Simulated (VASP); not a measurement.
A run of VASP 6.6.1 is set up as follows.

INCAR

```
PREC = Accurate
ENCUT = 520
EDIFF = 1E-7
ISMEAR = -1
SIGMA = 0.02
LREAL = False
LASPH = True
NELM = 60
ALGO = Normal
ISIF = 2
LWAVE = False
LCHARG = True
GGA = CA
LELF = True
LVHAR = True
NBANDS = 16
```

File KPOINTS:

```
regular mesh
0
Gamma
  6 6 6
```

POSCAR

```
CdTe
1.0
    0.0000000000      3.2053175842      3.2053175842
    3.2053175842      0.0000000000      3.2053175842
    3.2053175842      3.2053175842      0.0000000000
Cd Te
1 1
Direct
    0.0000000000      0.0000000000      0.0000000000
    0.2500000000      0.2500000000      0.2500000000
```

Potentials or basis: VASP PAW LDA potentials, release 64 (Cd, Te).

Command:

```sh
$ cat potpaw_LDA.64/Cd/POTCAR potpaw_LDA.64/Te/POTCAR > POTCAR
$ mpirun -np 1 vasp_std > vasp.out
```

(1) Predict the band gap on the k mesh.

(2) Predict the pressure.

Answers

(1) 0.65 eV, direct.

(2) 0.2 GPa.

Caveat: spin-orbit coupling is left out, which moves the levels of the heavy elements.

**What was measured.**

From a printed reference work, data compilation, for a bulk crystal of CdTe at 0 K: band gap 1.607 eV.

A measured gap of CdTe is 1.607 eV (0 K; a printed reference work, data compilation); the calculated 0.65 eV misses it by -0.96 eV. Spin-orbit coupling on Cd, Te is left out. The value is that of LDA, without temperature or zero-point motion. Semilocal functionals fall short of measured gaps as a rule.
